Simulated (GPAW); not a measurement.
# ZnSe (Stilleite) (F-43m) in GPAW: notebook

One crystal, ZnSe (Stilleite), is run at these levels: LDA; tasks: dielectric tensor.

Program: GPAW 26.7.0. These are calculated values, not measurements. Logs are shortened: lines on timing, memory, paths and dates and some standing lists are left out, and cuts for length are marked. The log counts tension as positive stress, the text compression.

**What was measured.**

A printed reference work, textbook reports, for a bulk crystal of ZnSe: high-frequency dielectric constant 5.9.

The runs below are set against these values where they give the same quantity.

## Step 1: The crystal as given

It takes space group F-43m (No. 216, cubic). The conventional cell has a = 5.591 Å, b = 5.591 Å, c = 5.591 Å, α = 90.00°, β = 90.00°, γ = 90.00°. Se (site symmetry -43m) is surrounded by 4 Zn at 2.42 Å. Zn (site symmetry -43m) has 4 Se at 2.42 Å as nearest neighbours.

## Step 2: Dielectric tensor, LDA

Contents of run.py:

```python
import numpy as np
from ase.dft.bandgap import bandgap
from ase.io import read, write
from gpaw import GPAW, PW
from gpaw.response.df import DielectricFunction

atoms = read('ZnSe.xyz')

calc = GPAW(mode=PW(500),
            xc='LDA',
            kpts={'size': (7, 7, 7), 'gamma': True},
            occupations={'name': 'fermi-dirac', 'width': 0.001},
            nbands=18,
            convergence={'density': 1e-06},
            maxiter=150,
            txt='gpaw.txt')
atoms.calc = calc
energy = atoms.get_potential_energy()
calc.write('gs.gpw')
write('result.traj', atoms)
print(f'Energy: {energy:.6f} eV')
print('Fermi level:', round(calc.get_fermi_level(), 4), 'eV')
print(f'Gap: {bandgap(calc)[0]:.4f} eV, direct: {bandgap(calc, direct=True)[0]:.4f} eV')

for size in [(20, 20, 20)]:
    name = 'x'.join(str(n) for n in size)
    dense = calc.fixed_density(kpts={'size': size, 'gamma': True},
                               nbands=35, convergence={'bands': 29, 'eigenstates': 1e-7},
                               update_fermi_level=True, txt=f'dense-{name}.txt')
    dense.write(f'{name}.gpw', mode='all')
    df = DielectricFunction(f'{name}.gpw', frequencies=np.array([0.0]), hilbert=False, eta=0.001,
                            ecut=80, nbands=29, intraband=False, txt=f'df-{name}.txt')
    for xc in ['RPA']:
        for direction in ['x', 'y', 'z', [0, 1, 1], [1, 0, 1], [1, 1, 0]]:
            e0, e = df.get_macroscopic_dielectric_constant(xc=xc, direction=direction)
            print(f'{name} {xc} {direction}: {e0:.4f} without, {e:.4f} with local fields')
```

Contents of ZnSe.xyz:

```xyz
2
Lattice="0.0000000000 2.7955007105 2.7955007105 2.7955007105 0.0000000000 2.7955007105 2.7955007105 2.7955007105 0.0000000000" Properties=species:S:1:pos:R:3 pbc="T T T"
Se     4.1932510657      4.1932510657      4.1932510657
Zn     0.0000000000      0.0000000000      0.0000000000
```

Potentials or basis: the program's PAW data sets (release 1.2.1) made for this functional, pw.

The run is started by

```bash
$ OMP_NUM_THREADS=1 python run.py
```

gpaw.txt:

```text
__  _  _
 | _ |_)|_||  |
 |__||  | ||/\| - 26.7.0

Input parameters:
  mode=PW(ecut=500.0),
  convergence={'density': 1e-06},
  kpts=MonkhorstPack(size=(7, 7, 7), gamma=True),
  maxiter=150,
  nbands=18,
  occupations=Occupations(name='fermi-dirac', width=0.001),
  xc=XC(name='LDA')

Diagonalizing LCAO Hamiltonian
Converting LCAO to pw mode

                    Se

       Zn

Atoms  # Å, Bohr magnetons
|   | symbol |        x |        y |        z |    initial magnetic moments |
|---|--------|----------|----------|----------|-----------------------------|
| 0 |     Se | 4.193251 | 4.193251 | 4.193251 | ( 0.0000,  0.0000,  0.0000) |
| 1 |     Zn | 0.000000 | 0.000000 | 0.000000 | ( 0.0000,  0.0000,  0.0000) |

Unit cell  # Å
| periodic |        x |        y |        z |  lengths |    angles |
|----------|----------|----------|----------|----------|-----------|
|      yes | 0.000000 | 2.795501 | 2.795501 | 3.953435 | 60.000000 |
|      yes | 2.795501 | 0.000000 | 2.795501 | 3.953435 | 60.000000 |
|      yes | 2.795501 | 2.795501 | 0.000000 | 3.953435 | 60.000000 |

Number of symmetries: 24
Symmetry operations  # r_c * U_cc + t_c -> r_c
|    | kind |            matrix            |
|----|------|------------------------------|
|  0 |  E   |  1, 0, 0,  0, 1, 0,  0, 0, 1 |
|  1 |  σ   |  1, 0, 0,  0, 0, 1,  0, 1, 0 |
|  2 |  σ   |  1, 0,-1,  0, 1,-1,  0, 0,-1 |
|  3 |  C3  |  1, 0,-1,  0, 0,-1,  0, 1,-1 |
|  4 |  C3  |  1,-1, 0,  0,-1, 1,  0,-1, 0 |
|  5 |  σ   |  1,-1, 0,  0,-1, 0,  0,-1, 1 |
|  6 |  σ   |  0, 1, 0,  1, 0, 0,  0, 0, 1 |
|  7 |  C3  |  0, 1, 0,  0, 0, 1,  1, 0, 0 |
|  8 |  C2  |  0, 1,-1,  1, 0,-1,  0, 0,-1 |
|  9 |  S4  |  0, 1,-1,  0, 0,-1,  1, 0,-1 |
| 10 |  C3  |  0, 0, 1,  1, 0, 0,  0, 1, 0 |
| 11 |  σ   |  0, 0, 1,  0, 1, 0,  1, 0, 0 |
| 12 |  S4  |  0, 0,-1,  1, 0,-1,  0, 1,-1 |
| 13 |  C3  |  0, 0,-1,  0, 1,-1,  1, 0,-1 |
| 14 |  S4  |  0,-1, 1,  1,-1, 0,  0,-1, 0 |
| 15 |  C2  |  0,-1, 1,  0,-1, 0,  1,-1, 0 |
| 16 |  C3  |  0,-1, 0,  1,-1, 0,  0,-1, 1 |
| 17 |  S4  |  0,-1, 0,  0,-1, 1,  1,-1, 0 |
| 18 |  S4  | -1, 1, 0, -1, 0, 1, -1, 0, 0 |
| 19 |  C3  | -1, 1, 0, -1, 0, 0, -1, 0, 1 |
| 20 |  C3  | -1, 0, 1, -1, 1, 0, -1, 0, 0 |
| 21 |  S4  | -1, 0, 1, -1, 0, 0, -1, 1, 0 |
| 22 |  σ   | -1, 0, 0, -1, 1, 0, -1, 0, 1 |
| 23 |  C2  | -1, 0, 0, -1, 0, 1, -1, 1, 0 |

BZ-sampling:
  Number of BZ points: 343
  Number of IBZ points: 20

  Monkhorst-Pack size: [7, 7, 7]
  Monkhorst-Pack shift: [0, 0, 0]

K-points  # in reciprocal-cell coordinates
|     |                                coordinates |     weight |
|-----|--------------------------------------------|------------|
|   0 | (  0.00000000,   0.00000000,   0.00000000) | 0.00291545 |
|   1 | (  0.14285714,   0.14285714,   0.00000000) | 0.01749271 |
|   2 | (  0.14285714,   0.14285714,   0.14285714) | 0.02332362 |
|   3 | (  0.28571429,   0.14285714,   0.14285714) | 0.03498542 |
|   4 | (  0.28571429,   0.28571429,   0.00000000) | 0.01749271 |
|   5 | (  0.28571429,   0.28571429,   0.14285714) | 0.06997085 |
|   6 | (  0.28571429,   0.28571429,   0.28571429) | 0.02332362 |
|   7 | (  0.42857143,  -0.28571429,  -0.28571429) | 0.03498542 |
|   8 | (  0.42857143,   0.28571429,  -0.42857143) | 0.13994169 |
|   9 | (  0.42857143,   0.28571429,  -0.28571429) | 0.06997085 |
| ... |                                            |            |
|  19 | (  0.42857143,   0.42857143,   0.42857143) | 0.02332362 |

Plane wave coefficients: 1122
Cutoff: 500.0 eV

Spin-components: 1 (collinear spins)
Bands:           18
Projectors:      11
Spin-degeneracy: 2
Datatype:        complex128

Parallelization:
  kpt:    1
  domain: 1
  band:   1

Density:
  Valence electrons: 18.0
  Components: 1
  Grid points: [21 21 21]
  Charge: 0.0  # |e|

Potential:
  Grid points: [21 21 21]

species:
  Se:
    name:    Selenium
    Z:       34.0
    valence: 6
    core:    28
    charge:  0.0  # [|e|]
    compensation charges:
      type: gauss
      rc: 0.27  # [Å]
      lmax: 2
    cutoffs:
      filter: 1.77  # [Å]
      core: 2.67  # [Å]
    projectors
    | kind |    occ | energy [eV] | rcut [Å] |
    |------|--------|-------------|----------|
    |   4s |  2.000 |     -17.472 |    0.847 |
    |   4p |  4.000 |      -6.656 |    1.005 |
    |    s |        |       9.739 |    0.847 |
    |    p |        |      20.555 |    1.005 |
    |    d |        |       0.000 |    0.847 |

    Using partial waves for Se as LCAO basis

  Zn:
    name:    Zinc
    Z:       30.0
    valence: 12
    core:    18
    charge:  0.0  # [|e|]
    compensation charges:
      type: gauss
      rc: 0.37  # [Å]
      lmax: 2
    cutoffs:
      filter: 2.14  # [Å]
      core: 2.28  # [Å]
    projectors
    | kind |    occ | energy [eV] | rcut [Å] |
    |------|--------|-------------|----------|
    |   4s |  2.000 |      -6.218 |    1.286 |
    |   4p |  0.000 |      -1.230 |    1.270 |
    |   3d | 10.000 |     -10.426 |    1.180 |
    |    s |        |      20.994 |    1.286 |
    |    p |        |      25.981 |    1.270 |
    |    d |        |      16.786 |    1.180 |

    Using partial waves for Zn as LCAO basis

Reference energy: -114805.075344  # eV

eigensolver:
  PPCG
  Converge bands: occupied
  niter=2

density mixing:
  MSR1-Mixer
  Pratt-step length: 0.05
  Maximum mixing coefficient: 0.75
  Old densities: 10
  SVD Regularization: 0.005
  Good broyden scale: 1.0
  Trust region scale: 1.0
  Backstep threshold: 4.0
  History deletion threshold: 6.0
  Fourier metric: weight=20.0, sigma=0.015

occupation numbers:
  Fermi-Dirac:
    width: 0.0010  # eV

poisson solver:
  ecut: 4000.0  # eV

xc functional:
  name: None

convergence criteria:
- Maximum integral of absolute [dens]ity change: 1e-06 electrons / valence electron
- Maximum [total energy] change in last 3 cyles: 0.0005 eV / valence electron
- Maximum integral of absolute [eigenst]ate change: 4e-08 eV^2 / valence electron
maximum number of iterations: 150

SCF iterations
|iter     | |      energy | eigst |  dens |
|---------|-|-------------|-------|-------|
|iter:   1| |   -7.719182 | -0.27 |       |
|iter:   2| |   -7.660248 | -2.18 | -1.26 |
|iter:   3| |   -7.469486 | -1.71 | -1.31 |
|iter:   4| |   -7.465122 | -2.86 | -1.84 |
|iter:   5| |   -7.465192c| -4.29 | -2.36 |
|iter:   6| |   -7.465196c| -5.37 | -3.42 |
|iter:   7| |   -7.465201c| -6.60 | -3.78 |
|iter:   8| |   -7.465201c| -7.15 | -4.31 |
|iter:   9| |   -7.465201c| -7.97c| -5.39 |
|iter:  10| |   -7.465201c| -8.13c| -5.84 |
|iter:  11| |   -7.465201c| -9.36c| -6.48c|

Converged in 11 steps
Energy contributions relative to reference atoms: (reference = -114805.075344)

Energy contributions:
  Kinetic:          12.607131
  Coulomb:         -10.594340
  Zero:             -0.043027
  External:          0.000000
  Xc:               -9.434965
  Entropy:          -0.000000
  Spinorbit:         0.000000
  ----------------------------
  Free energy:      -7.465201
  Extrapolated:     -7.465201

dipole moment: (-6.951005, -6.951005, -6.951005)  # |e|*Ang

Fermi level: 4.470
Eigenvalues  # (at kpt = [0.000, 0.000, 0.000])
| band index |      eig [eV] | occ [0-2] |
|------------|---------------|-----------|
|          0 |        -9.574 |     2.000 |
|          1 |        -2.780 |     2.000 |
|          2 |        -2.780 |     2.000 |
|          3 |        -2.780 |     2.000 |
|          4 |        -2.384 |     2.000 |
|          5 |        -2.384 |     2.000 |
[... 10 lines left out ...]
|         16 |        17.002 |     0.000 |
|         17 |        17.002 |     0.000 |

Gap: 1.212 eV
Transition (v -> c):
  (s=0, k=0, n=8, [0.00, 0.00, 0.00]) -> (s=0, k=0, n=9, [0.00, 0.00, 0.00])
No difference between direct/indirect transitions
# Writing to gs.gpw (mode='')
```

Wall time 5 min (1 thread of Arm Neoverse V1, shared host); peak memory 0.51 GiB.

What came out:

```yaml
Free_energy: -7.4652 eV
Band_gap_on_the_k_mesh: 1.21 eV, direct
Electronic_dielectric_tensor_diagonal: 7.17
```

Electronic dielectric tensor:
```
7.17 0.00 0.00
0.00 7.17 0.00
0.00 0.00 7.17
```

Caveat: the long-wavelength limit can be off by several per cent where d states take part.

## Step 3: Dielectric tensor, LDA

This run uses another cell than the first one, of 22.30 Å³/atom, 1.021 times its volume.

run.py is that of step 2.

Contents of ZnSe.xyz:

```xyz
2
Lattice="0.0000000000 2.8147806350 2.8147806350 2.8147806350 0.0000000000 2.8147806350 2.8147806350 2.8147806350 0.0000000000" Properties=species:S:1:pos:R:3 pbc="T T T"
Se     4.2221709525      4.2221709525      4.2221709525
Zn     0.0000000000      0.0000000000      0.0000000000
```

Potentials or basis: the program's PAW data sets (release 1.2.1) made for this functional, pw.

The run is started by

```bash
$ OMP_NUM_THREADS=1 python run.py
```

gpaw.txt:

```text
__  _  _
 | _ |_)|_||  |
 |__||  | ||/\| - 26.7.0

Input parameters:
  mode=PW(ecut=500.0),
  convergence={'density': 1e-06},
  kpts=MonkhorstPack(size=(7, 7, 7), gamma=True),
  maxiter=150,
  nbands=18,
  occupations=Occupations(name='fermi-dirac', width=0.001),
  xc=XC(name='LDA')

Diagonalizing LCAO Hamiltonian
Converting LCAO to pw mode

                    Se

       Zn

Atoms  # Å, Bohr magnetons
|   | symbol |        x |        y |        z |    initial magnetic moments |
|---|--------|----------|----------|----------|-----------------------------|
| 0 |     Se | 4.222171 | 4.222171 | 4.222171 | ( 0.0000,  0.0000,  0.0000) |
| 1 |     Zn | 0.000000 | 0.000000 | 0.000000 | ( 0.0000,  0.0000,  0.0000) |

Unit cell  # Å
| periodic |        x |        y |        z |  lengths |    angles |
|----------|----------|----------|----------|----------|-----------|
|      yes | 0.000000 | 2.814781 | 2.814781 | 3.980701 | 60.000000 |
|      yes | 2.814781 | 0.000000 | 2.814781 | 3.980701 | 60.000000 |
|      yes | 2.814781 | 2.814781 | 0.000000 | 3.980701 | 60.000000 |

Number of symmetries: 24
Symmetry operations  # r_c * U_cc + t_c -> r_c
|    | kind |            matrix            |
|----|------|------------------------------|
|  0 |  E   |  1, 0, 0,  0, 1, 0,  0, 0, 1 |
|  1 |  σ   |  1, 0, 0,  0, 0, 1,  0, 1, 0 |
|  2 |  σ   |  1, 0,-1,  0, 1,-1,  0, 0,-1 |
|  3 |  C3  |  1, 0,-1,  0, 0,-1,  0, 1,-1 |
|  4 |  C3  |  1,-1, 0,  0,-1, 1,  0,-1, 0 |
|  5 |  σ   |  1,-1, 0,  0,-1, 0,  0,-1, 1 |
|  6 |  σ   |  0, 1, 0,  1, 0, 0,  0, 0, 1 |
|  7 |  C3  |  0, 1, 0,  0, 0, 1,  1, 0, 0 |
|  8 |  C2  |  0, 1,-1,  1, 0,-1,  0, 0,-1 |
|  9 |  S4  |  0, 1,-1,  0, 0,-1,  1, 0,-1 |
| 10 |  C3  |  0, 0, 1,  1, 0, 0,  0, 1, 0 |
| 11 |  σ   |  0, 0, 1,  0, 1, 0,  1, 0, 0 |
| 12 |  S4  |  0, 0,-1,  1, 0,-1,  0, 1,-1 |
| 13 |  C3  |  0, 0,-1,  0, 1,-1,  1, 0,-1 |
| 14 |  S4  |  0,-1, 1,  1,-1, 0,  0,-1, 0 |
| 15 |  C2  |  0,-1, 1,  0,-1, 0,  1,-1, 0 |
| 16 |  C3  |  0,-1, 0,  1,-1, 0,  0,-1, 1 |
| 17 |  S4  |  0,-1, 0,  0,-1, 1,  1,-1, 0 |
| 18 |  S4  | -1, 1, 0, -1, 0, 1, -1, 0, 0 |
| 19 |  C3  | -1, 1, 0, -1, 0, 0, -1, 0, 1 |
| 20 |  C3  | -1, 0, 1, -1, 1, 0, -1, 0, 0 |
| 21 |  S4  | -1, 0, 1, -1, 0, 0, -1, 1, 0 |
| 22 |  σ   | -1, 0, 0, -1, 1, 0, -1, 0, 1 |
| 23 |  C2  | -1, 0, 0, -1, 0, 1, -1, 1, 0 |

BZ-sampling:
  Number of BZ points: 343
  Number of IBZ points: 20

  Monkhorst-Pack size: [7, 7, 7]
  Monkhorst-Pack shift: [0, 0, 0]

K-points  # in reciprocal-cell coordinates
|     |                                coordinates |     weight |
|-----|--------------------------------------------|------------|
|   0 | (  0.00000000,   0.00000000,   0.00000000) | 0.00291545 |
|   1 | (  0.14285714,   0.14285714,   0.00000000) | 0.01749271 |
|   2 | (  0.14285714,   0.14285714,   0.14285714) | 0.02332362 |
|   3 | (  0.28571429,   0.14285714,   0.14285714) | 0.03498542 |
|   4 | (  0.28571429,   0.28571429,   0.00000000) | 0.01749271 |
|   5 | (  0.28571429,   0.28571429,   0.14285714) | 0.06997085 |
|   6 | (  0.28571429,   0.28571429,   0.28571429) | 0.02332362 |
|   7 | (  0.42857143,  -0.28571429,  -0.28571429) | 0.03498542 |
|   8 | (  0.42857143,   0.28571429,  -0.42857143) | 0.13994169 |
|   9 | (  0.42857143,   0.28571429,  -0.28571429) | 0.06997085 |
| ... |                                            |            |
|  19 | (  0.42857143,   0.42857143,   0.42857143) | 0.02332362 |

Plane wave coefficients: 1150
Cutoff: 500.0 eV

Spin-components: 1 (collinear spins)
Bands:           18
Projectors:      11
Spin-degeneracy: 2
Datatype:        complex128

Parallelization:
  kpt:    1
  domain: 1
  band:   1

Density:
  Valence electrons: 18.0
  Components: 1
  Grid points: [21 21 21]
  Charge: 0.0  # |e|

Potential:
  Grid points: [21 21 21]

species:
  Se:
    name:    Selenium
    Z:       34.0
    valence: 6
    core:    28
    charge:  0.0  # [|e|]
    compensation charges:
      type: gauss
      rc: 0.27  # [Å]
      lmax: 2
    cutoffs:
      filter: 1.77  # [Å]
      core: 2.67  # [Å]
    projectors
    | kind |    occ | energy [eV] | rcut [Å] |
    |------|--------|-------------|----------|
    |   4s |  2.000 |     -17.472 |    0.847 |
    |   4p |  4.000 |      -6.656 |    1.005 |
    |    s |        |       9.739 |    0.847 |
    |    p |        |      20.555 |    1.005 |
    |    d |        |       0.000 |    0.847 |

    Using partial waves for Se as LCAO basis

  Zn:
    name:    Zinc
    Z:       30.0
    valence: 12
    core:    18
    charge:  0.0  # [|e|]
    compensation charges:
      type: gauss
      rc: 0.37  # [Å]
      lmax: 2
    cutoffs:
      filter: 2.14  # [Å]
      core: 2.28  # [Å]
    projectors
    | kind |    occ | energy [eV] | rcut [Å] |
    |------|--------|-------------|----------|
    |   4s |  2.000 |      -6.218 |    1.286 |
    |   4p |  0.000 |      -1.230 |    1.270 |
    |   3d | 10.000 |     -10.426 |    1.180 |
    |    s |        |      20.994 |    1.286 |
    |    p |        |      25.981 |    1.270 |
    |    d |        |      16.786 |    1.180 |

    Using partial waves for Zn as LCAO basis

Reference energy: -114805.075344  # eV

eigensolver:
  PPCG
  Converge bands: occupied
  niter=2

density mixing:
  MSR1-Mixer
  Pratt-step length: 0.05
  Maximum mixing coefficient: 0.75
  Old densities: 10
  SVD Regularization: 0.005
  Good broyden scale: 1.0
  Trust region scale: 1.0
  Backstep threshold: 4.0
  History deletion threshold: 6.0
  Fourier metric: weight=20.0, sigma=0.015

occupation numbers:
  Fermi-Dirac:
    width: 0.0010  # eV

poisson solver:
  ecut: 4000.0  # eV

xc functional:
  name: None

convergence criteria:
- Maximum integral of absolute [dens]ity change: 1e-06 electrons / valence electron
- Maximum [total energy] change in last 3 cyles: 0.0005 eV / valence electron
- Maximum integral of absolute [eigenst]ate change: 4e-08 eV^2 / valence electron
maximum number of iterations: 150

SCF iterations
|iter     | |      energy | eigst |  dens |
|---------|-|-------------|-------|-------|
|iter:   1| |   -7.708285 | -0.28 |       |
|iter:   2| |   -7.649456 | -2.20 | -1.26 |
|iter:   3| |   -7.459297 | -1.70 | -1.31 |
|iter:   4| |   -7.454937 | -2.84 | -1.84 |
|iter:   5| |   -7.455011c| -4.33 | -2.36 |
|iter:   6| |   -7.455006c| -5.21 | -3.36 |
|iter:   7| |   -7.455011c| -6.52 | -3.74 |
|iter:   8| |   -7.455012c| -7.35 | -4.21 |
|iter:   9| |   -7.455012c| -8.09c| -5.48 |
|iter:  10| |   -7.455012c| -7.92c| -5.79 |
|iter:  11| |   -7.455012c| -9.34c| -6.58c|

Converged in 11 steps
Energy contributions relative to reference atoms: (reference = -114805.075344)

Energy contributions:
  Kinetic:          11.174623
  Coulomb:          -9.462848
  Zero:             -0.041607
  External:          0.000000
  Xc:               -9.125180
  Entropy:          -0.000000
  Spinorbit:         0.000000
  ----------------------------
  Free energy:      -7.455012
  Extrapolated:     -7.455012

dipole moment: (-7.044760, -7.044760, -7.044760)  # |e|*Ang

Fermi level: 4.198
Eigenvalues  # (at kpt = [0.000, 0.000, 0.000])
| band index |      eig [eV] | occ [0-2] |
|------------|---------------|-----------|
|          0 |        -9.667 |     2.000 |
|          1 |        -2.929 |     2.000 |
|          2 |        -2.929 |     2.000 |
|          3 |        -2.929 |     2.000 |
|          4 |        -2.553 |     2.000 |
|          5 |        -2.553 |     2.000 |
[... 10 lines left out ...]
|         16 |        16.722 |     0.000 |
|         17 |        16.722 |     0.000 |

Gap: 1.126 eV
Transition (v -> c):
  (s=0, k=0, n=8, [0.00, 0.00, 0.00]) -> (s=0, k=0, n=9, [0.00, 0.00, 0.00])
No difference between direct/indirect transitions
# Writing to gs.gpw (mode='')
```

Wall time 4.7 min (1 thread of Arm Neoverse V1, shared host); peak memory 0.51 GiB.

What came out:

```
Free energy                             : -7.4550 eV
Band gap on the k mesh                  : 1.13 eV, direct
Electronic dielectric tensor (diagonal) : 7.24
```

Electronic dielectric tensor:
```
7.24 0.00 0.00
0.00 7.24 0.00
0.00 0.00 7.24
```

Caveat: the long-wavelength limit can be off by several per cent where d states take part.

(Part 1 of 3 ends here.)
